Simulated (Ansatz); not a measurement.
A run of Ansatz 0.2.0 is set up as follows.

File input.yaml:

```yaml
crystal:
  lattice:
    - [4.454, 0.0, 0.0]
    - [-2.227, 3.8572771485, 0.0]
    - [0.0, 0.0, 5.924]
  atoms:
    - { symbol: Te, position: [0.731, 0.731, 0.0] }
    - { symbol: Te, position: [0.0, 0.269, 0.6666666667] }
    - { symbol: Te, position: [0.269, 0.0, 0.3333333333] }
kpoints:
  mp_grid: { grid: [7, 7, 5] }
  band_path:
    path:
      - [0.0, 0.0, 0.0]
      - [0.5, 0.0, 0.0]
      - [0.3333333333, 0.3333333333, 0.0]
      - [0.0, 0.0, 0.0]
      - [0.0, 0.0, 0.5]
      - [0.5, 0.0, 0.5]
      - [0.3333333333, 0.3333333333, 0.5]
      - [0.0, 0.0, 0.5]
    npoints: 12
scf:
  occupations: { method: fermi_dirac, width: 0.05 }
hamiltonian:
  xc: pbesol
  pseudopotentials: { kind: all_electron, lapw: { basis_error: 0.002 } }
output:
  forces: true
  stress: true
  eigenvalues: true
```

Potentials or basis: all-electron LAPW, scalar-relativistic.

The run is started by

```bash
$ ansatz run input.yaml --threads 2 --pin off --max-ram 8192MiB --backend cpu --events-out ev --progress --plain --runs-dir out
```

Problem. What does it give for the pressure?

Solution. -0.9 GPa.

Problem. Estimate the largest force.

Solution. 0.099 eV/Å.

Stress tensor (GPa, compression positive):
```
-1.01  0.00  0.00
 0.00 -1.01  0.00
 0.00  0.00 -0.78
```

Caveat: spin-orbit coupling is left out, which moves the levels of the heavy elements.
